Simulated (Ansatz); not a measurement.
# TiB: straining the crystal, equal strain of all cell vectors

How does TiB answer equal strain of all cell vectors between -6 and +6 %? At each strain the shape is held and the atoms relax, within the symmetry that is left.

Computed with Ansatz 0.2.0 (DFT r2SCAN, scalar-relativistic, plane waves, PAW, unless a step's input says otherwise).

3 further runs of the same task are left out: 3 set aside as unsound or not needed.

## (1) The system as given

The structure is cubic, space group F-43m (No. 216). Conventional cell: a = 4.953 Å, b = 4.953 Å, c = 4.953 Å, α = 90.00°, β = 90.00°, γ = 90.00°. Around Ti (site symmetry -43m) lie 4 B at 2.14 Å. B (site symmetry -43m) has 4 Ti at 2.14 Å in its first shell of neighbours.

Structure file:

```
Ti B
1.0
     2.47672    2.47672    0.00000
    -2.47672    2.47672    0.00000
     0.00000    0.00000    4.95344
Ti B
2 2
Direct
  0.50000 0.00000 0.25000
  0.00000 0.50000 0.75000
  0.00000 0.00000 0.00000
  0.50000 0.50000 0.50000
```

## (2) Reference cell for the strains

The input, input.yaml:

```yaml
crystal:
  lattice:
    - [2.4767207279, 2.4767207279, 0.0]
    - [-2.4767207279, 2.4767207279, 0.0]
    - [0.0, 0.0, 4.9534414559]
  atoms:
    - { symbol: Ti, position: [0.5, 0.0, 0.25] }
    - { symbol: Ti, position: [0.0, 0.5, 0.75] }
    - { symbol: B, position: [0.0, 0.0, 0.0] }
    - { symbol: B, position: [0.5, 0.5, 0.5] }
basis:
  ecutwfc: 500
kpoints:
  mp_grid: { grid: [16, 16, 10] }
hamiltonian:
  xc: r2scan
scf:
  occupations: { method: gaussian, width: 0.1 }
output:
  forces: true
  stress: true
  eigenvalues: true
  write_density: true
  write_potential: true
  elf: true
  volumetric_format: npy
```

Launch:

```sh
ansatz run input.yaml --threads 1 --pin off --max-ram 2560MiB --backend cpu --events-out ev --progress --plain --runs-dir out
```

The session goes on with these runs: At -2.0 %; the cell strained by +2.0 %; strain -4.0 %; strain +4.0 %; strain -6.0 %; At +6.0 %.

What does the calculation give? Wanted: (1/V) d²E/dε² at zero strain, cubic fit.

As calculated:

| quantity | value |
| --- | --- |
| largest energy cost | 188.6 meV/atom at -6.0 % |
| (1/V) d²E/dε² at zero strain, cubic fit | 961 GPa |

In words: The curvature of the energy, 961 GPa, is nine times the bulk modulus at fixed shape. Compression by 6 % costs 188.6 meV/atom and stretching 139.0.
